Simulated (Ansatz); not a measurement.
Ni:

```
Ni
1.0
     0.00000    1.73757    1.73757
     1.73757    0.00000    1.73757
     1.73757    1.73757    0.00000
Ni
1
Direct
  0.00000 0.00000 0.00000
```

Base run:

```yaml
Program: Ansatz 0.2.0
Functional: PBE
Potentials_or_basis: Ansatz PAW
Cutoff: "420 eV (not typed: the program's choice for these potentials)"
k_mesh: 11 × 11 × 11
Occupations: fermi-dirac, width 0.05 eV
Spin: collinear spin, ferromagnetic start
Starting_moments: "[0.2] μB"
Fixed_moment: 0.2 μB
```

Its results: pressure 7.1 GPa; site moments Ni +0.21 μB.

Task: The run is repeated on the same cell with these changes: fixed moment from 0.2 μB to 1.2 μB; moments at the start from [0.2] to [1.2]. What comes out?

Result: Pressure 15.1 GPa; site moments Ni +1.18 μB.

Caveats: the total moment is fixed, so each spin has its own Fermi level; the thresholds are loose for stress.
